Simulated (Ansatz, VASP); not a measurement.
# Two plane-wave programs on Hf

```
Hf
1.0
     0.00000    3.05405    3.05405
     3.05405    0.00000    3.05405
     3.05405    3.05405    0.00000
Hf
2
Direct
  0.12500 0.12500 0.12500
  0.87500 0.87500 0.87500
```

Alike in both runs: task single point; functional PBEsol; k mesh 10 × 10 × 10; occupations fermi-dirac, width 0.1 eV; no spin polarisation.

```csv
,VASP,Ansatz
version,VASP 6.6.1,Ansatz 0.2.0
potentials or method,"VASP PAW PBE potentials, release 64 (Hf_pv)","plane waves (420 eV) with PAW, scalar-relativistic"
plane-wave cutoff (eV),520,420
valence electrons in the cell,20,52
```

```csv
,VASP,Ansatz,Ansatz less VASP
pressure (GPa),4.3,4.6,+0.34
```

With one functional, cell and mesh, what is left measures potentials, basis and numerics. The two sets of potentials don't hold the same shells in valence. Ansatz warned: «pseudo_functional_mismatch».

Caveats: the PAW data sets were made with another functional, which shifts forces and pressure a little (VASP). Spin-orbit coupling is left out, which matters for the levels of Hf.
